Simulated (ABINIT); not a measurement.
# Ti (P6/mmm) in ABINIT: band structure with PBEsol

Aim: the band structure of Ti with PBEsol.

Program: ABINIT 10.8.3 (patched build). These are calculated values, not measurements. Logs are shortened: lines on timing, memory, paths and dates and some standing lists are left out, and cuts for length are marked. The log counts tension as positive stress, the text compression.

## (1) The structure

It takes space group P6/mmm (No. 191, hexagonal). Conventional cell: a = 4.567 Å, b = 4.567 Å, c = 2.826 Å, α = 90.00°, β = 90.00°, γ = 120.00°. Ti (site symmetry -6m2) is surrounded by 11 Ti at 2.64 to 2.99 Å. Ti (site symmetry 6/mmm) is surrounded by 14 Ti at 2.83 to 2.99 Å.

This isn't the form of Ti at room conditions, which is hcp.

## (2) Band structure, PBEsol

run.abi reads:

```
# Datasets: ground state, then fixed potential
ndtset 2

# Pseudopotentials
pp_dirpath "./"
pseudos "Ti.upf"

# Structure
acell 3*1.0
rprim
     8.6310875383     0.0000000000     0.0000000000
    -4.3155437692     7.4747410705     0.0000000000
     0.0000000000     0.0000000000     5.3408276316
ntypat 1
znucl 22
natom 3
typat 1 1 1
xred
     0.6666666667     0.3333333333     0.5000000000
     0.3333333333     0.6666666667     0.5000000000
     0.0000000000     0.0000000000     0.0000000000

# Plane-wave basis
ecut 42.0

# Exchange and correlation
ixc -116133

# Bands and occupations
occopt 3
tsmear 0.00183747

# SCF cycle
nstep 100

# Output
iomode 3
prtwf 0
prteig 0
prtebands 0
enunit 1
prtden1 1
prtvha1 1
prtvclmb1 1
prtpot1 1
prtelf1 1

# Dataset 1
kptopt1 1
ngkpt1 7 7 9
nshiftk1 1
shiftk1 0.0 0.0 0.0
nband1 22
tolvrs1 1.0e-10

# Dataset 2: bands along G-M-K-G-A-L-H-A
iscf2 -2
getden2 1
nband2 28
nbdbuf2 4
tolwfr2 1.0e-11
kptopt2 -7
ndivsm2 6
prteig2 1
kptbounds2
     0.0000000000     0.0000000000     0.0000000000
     0.5000000000     0.0000000000     0.0000000000
     0.3333333333     0.3333333333     0.0000000000
     0.0000000000     0.0000000000     0.0000000000
     0.0000000000     0.0000000000     0.5000000000
     0.5000000000     0.0000000000     0.5000000000
     0.3333333333     0.3333333333     0.5000000000
     0.0000000000     0.0000000000     0.5000000000
```

Potentials or basis: PseudoDojo NC SR PBEsol v0.4.1 standard.

Launch:

```sh
abinit run.abi > log 2>&1
```

run.abo:

```text
.Version 10.8.3 of ABINIT
 DATASET    1 : space group P6/m m m (#191); Bravais hP (primitive hexag.)
================================================================================
 Values of the parameters that define the memory need for DATASET  1.
     intxc =       0    ionmov =       0      iscf =       7    lmnmax =       6
     lnmax =       6     mgfft =      54  mpssoang =       3    mqgrid =    3001
     natom =       3  nloc_mem =       1    nspden =       1   nspinor =       1
    nsppol =       1      nsym =      24    n1xccc =    2501    ntypat =       1
    occopt =       3   xclevel =       2
       mpw =        4528          nfft =       93312          nkpt =          40
================================================================================
================================================================================

 DATASET    2 : space group P6/m m m (#191); Bravais hP (primitive hexag.)
================================================================================
 Values of the parameters that define the memory need for DATASET  2.
     intxc =       0    ionmov =       0      iscf =      -2    lmnmax =       6
     lnmax =       6     mgfft =      54  mpssoang =       3    mqgrid =    3001
     natom =       3  nloc_mem =       1    nspden =       1   nspinor =       1
    nsppol =       1      nsym =      24    n1xccc =    2501    ntypat =       1
    occopt =       3   xclevel =       2
       mpw =        4528          nfft =       93312          nkpt =          72
================================================================================
================================================================================

--------------------------------------------------------------------------------
------------- Echo of variables that govern the present computation ------------
--------------------------------------------------------------------------------
 -outvars: echo values of preprocessed input variables --------
            acell      1.0000000000E+00  1.0000000000E+00  1.0000000000E+00 Bohr
              amu      4.78800000E+01
             ecut      4.20000000E+01 Hartree
           enunit           1
           getden1          0
           getden2          1
             iscf1          7
             iscf2         -2
                       outvar_i_n : Printing only first  50 k-points.
              ixc     -116133
           jdtset        1    2
[... 1031 lines left out ...]
 Atom  Sphere_radius  Integrated_density
    1        2.00000          9.55413816
    2        2.00000          9.55413816
    3        2.00000          9.45665230
================================================================================

 ----iterations are completed or convergence reached----

 Mean square residual over all n,k,spin=   57.920E-13; max=  99.970E-13
 reduced coordinates (array xred) for    3 atoms
       0.666666666667      0.333333333333      0.500000000000
       0.333333333333      0.666666666667      0.500000000000
       0.000000000000      0.000000000000      0.000000000000

 cartesian coordinates (angstrom) at end:
    1      2.28368741373052     1.31848754307529     1.41312213404320
    2     -0.00000000001764     2.63697508615057     1.41312213404320
    3     -0.00000000000000     0.00000000000000     0.00000000000000
 length scales=  1.000000000000  1.000000000000  1.000000000000 bohr
              =  0.529177210544  0.529177210544  0.529177210544 angstroms
 Eigenvalues (   eV  ) for nkpt=  72  k points:
 kpt#   1, nband= 28, wtk=  1.00000, kpt=  0.0000  0.0000  0.0000 (reduced coord)
 -46.62448  -46.36569  -46.19489  -23.06249  -23.06249  -22.96052  -22.96052  -22.66580
 -22.46345  -22.38007  -22.34641  -22.34641    3.87925    8.02000    9.27365    9.27365
   9.37435    9.37435    9.96030   10.67460   11.29364   11.29364   11.82826   11.82826
  11.91435   11.91435   13.78472   13.78473
 kpt#   2, nband= 28, wtk=  1.00000, kpt=  0.0500  0.0000  0.0000 (reduced coord)
 -46.62409  -46.36507  -46.19593  -23.07296  -23.07149  -22.94990  -22.94645  -22.66495
 -22.46364  -22.38076  -22.35171  -22.34645    3.90873    8.02259    9.14377    9.21903
   9.38733    9.45965   10.00609   10.68117   11.27282   11.31669   11.72233   11.73073
  12.02659   12.03423   13.75141   13.78034
 kpt#   3, nband= 28, wtk=  1.00000, kpt=  0.1000  0.0000  0.0000 (reduced coord)
 -46.62298  -46.36323  -46.19901  -23.09623  -23.08839  -22.92617  -22.91480  -22.66245
 -22.46417  -22.38281  -22.36713  -22.34657    3.99661    8.02457    8.92274    9.16221
   9.31295    9.60771   10.10389   10.69457   11.21170   11.38356   11.59116   11.62637
  12.17658   12.20453   13.65497   13.76711
 kpt#   4, nband= 28, wtk=  1.00000, kpt=  0.1500  0.0000  0.0000 (reduced coord)
 -46.62125  -46.36011  -46.20402  -23.12308  -23.10238  -22.89860  -22.87783  -22.65850
[... 329 lines left out ...]
 -46.55214  -46.31855  -46.14358  -23.08229  -23.02702  -22.95628  -22.91754  -22.90051
 -22.88777  -22.81457  -22.36419  -22.35419    7.68721    7.89712    7.92403    8.22734
   8.39703    8.54307   10.99125   11.09603   11.22207   11.22211   12.97172   13.00307
  13.34535   13.51576   14.29385   14.39087
 kpt#  71, nband= 28, wtk=  1.00000, kpt=  0.0278  0.0278  0.5000 (reduced coord)
 -46.55215  -46.32126  -46.14080  -23.07871  -23.00552  -22.95601  -22.94177  -22.89763
 -22.89427  -22.81200  -22.36049  -22.35802    7.74051    7.88669    7.89116    8.24094
   8.36878    8.41190   11.03290   11.06132   11.23907   11.24066   12.97521   12.98176
  13.49307   13.53897   14.31354   14.43682
 kpt#  72, nband= 28, wtk=  1.00000, kpt=  0.0000  0.0000  0.5000 (reduced coord)
 -46.55215  -46.32217  -46.13987  -23.07764  -22.99225  -22.95597  -22.95597  -22.89644
 -22.89644  -22.81108  -22.35933  -22.35933    7.76629    7.88007    7.88007    8.24942
   8.35937    8.35937   11.04776   11.04776   11.24575   11.24575   12.97545   12.97545
  13.54751   13.54751   14.31887   14.46581

== END DATASET(S) ==============================================================
================================================================================

 -outvars: echo values of variables after computation  --------
            acell      1.0000000000E+00  1.0000000000E+00  1.0000000000E+00 Bohr
           etotal1    -1.7790374510E+02
            fcart1     1.8198282737E-29  9.4561050933E-29 -0.0000000000E+00
                       1.8198282737E-29 -8.5555236558E-29 -0.0000000000E+00
                      -3.6396565474E-29 -9.0058143748E-30 -0.0000000000E+00
            rprim      8.6310875383E+00  0.0000000000E+00  0.0000000000E+00
                      -4.3155437692E+00  7.4747410705E+00  0.0000000000E+00
                       0.0000000000E+00  0.0000000000E+00  5.3408276316E+00
           strten1     1.2607526008E-04  1.2607525991E-04  1.2360844068E-04
                       0.0000000000E+00  0.0000000000E+00  9.0714044946E-14
           xangst      2.2836874137E+00  1.3184875431E+00  1.4131221340E+00
                      -1.7639285067E-11  2.6369750862E+00  1.4131221340E+00
                      -8.4513411594E-17  1.4638152280E-16  0.0000000000E+00
             xred      6.6666666667E-01  3.3333333333E-01  5.0000000000E-01
                       3.3333333333E-01  6.6666666667E-01  5.0000000000E-01
                       0.0000000000E+00  3.7007434154E-17  0.0000000000E+00
 Calculation completed.
```

Wall time 12 min (1 thread of Arm Neoverse V1, shared host); peak memory 0.21 GiB.

Results:

* Free energy: -4841.0075 eV
* Pressure: -3.7 GPa
* Band gap on the k mesh: none (metal or under the smearing width)
* Valence electrons inside the program's atomic spheres: Ti 9.55, 9.46 (radii [1.0584] Å)

Levels at the corners of the path, in eV from the Fermi level:
```csv
point,band 16,band 17,band 18,band 19,band 20,band 21
Γ,-0.71,-0.61,-0.61,-0.02,0.69,1.31
M,-0.41,-0.39,-0.35,0.07,0.55,1.05
K,-0.29,-0.29,-0.09,0.11,0.39,0.39
Γ,-0.71,-0.61,-0.61,-0.02,0.69,1.31
A,-1.73,-1.62,-1.62,1.07,1.07,1.26
L,-1.16,-0.68,-0.63,0.36,0.83,0.94
H,-1.11,-1.11,-0.95,0.67,0.67,0.80
A,-1.73,-1.62,-1.62,1.07,1.07,1.26
```
